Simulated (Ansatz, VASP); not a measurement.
KF: VASP beside Ansatz

File INCAR:

```
PREC = Accurate ; ENCUT = 520
EDIFF = 1E-7 ; ISMEAR = 0
SIGMA = 0.05 ; LREAL = False
LASPH = True ; NELM = 80
ALGO = Normal ; ISIF = 2
LWAVE = False ; LCHARG = True
GGA = CA ; LELF = True
LVHAR = True ; NBANDS = 15
```

Contents of KPOINTS:

```
Automatic mesh
0
Gamma
  8 8 8
```

File POSCAR:

```
KF
1.0
    0.0000000000      2.8071750000      2.7403375000
    2.8071750000      0.0000000000      2.7403375000
    2.8071750000      2.8071750000      0.0000000000
K F
1 1
Direct
    0.0000000000      0.0000000000      0.0000000000
    0.5000000000      0.5000000000      0.5000000000
```

Input for Ansatz:

```yaml
crystal:
  lattice:
    - [0.0, 2.807175, 2.7403375]
    - [2.807175, 0.0, 2.7403375]
    - [2.807175, 2.807175, 0.0]
  atoms:
    - { symbol: K, position: [0.0, 0.0, 0.0] }
    - { symbol: F, position: [0.5, 0.5, 0.5] }
basis:
  ecutwfc: 420
kpoints:
  mp_grid: { grid: [8, 8, 8] }
hamiltonian:
  xc: lda
scf:
  occupations: { method: gaussian, width: 0.05 }
output:
  forces: true
  stress: true
  eigenvalues: true
```

Change from the starting cell: strain +0.050 along x and y, +0.025 along z, atoms carried along.

Alike in both runs: task single point; functional LDA; k mesh 8 × 8 × 8; occupations gaussian, width 0.05 eV; no spin polarisation.

|  | VASP | Ansatz |
| --- | --- | --- |
| version | VASP 6.6.1 | Ansatz 0.2.0 |
| potentials or method | VASP PAW LDA potentials, release 64 (K_sv, F) | scalar-relativistic, plane waves, PAW |
| plane-wave cutoff (eV) | 520 | 420 |
| valence electrons in the cell | 16 | 16 |

|  | VASP | Ansatz | Ansatz less VASP |
| --- | --- | --- | --- |
| gap on the k mesh at the Fermi level (eV) | 5.20 | 5.21 | +0.015 |
| least direct gap on the mesh (eV) | 5.20 | 5.21 | +0.015 |
| pressure (GPa) | -5.6 | -5.6 | -0.01 |
| largest component of the traceless stress (GPa) | 0.25 | 0.22 | -0.026 |

A k mesh can miss the band edges.
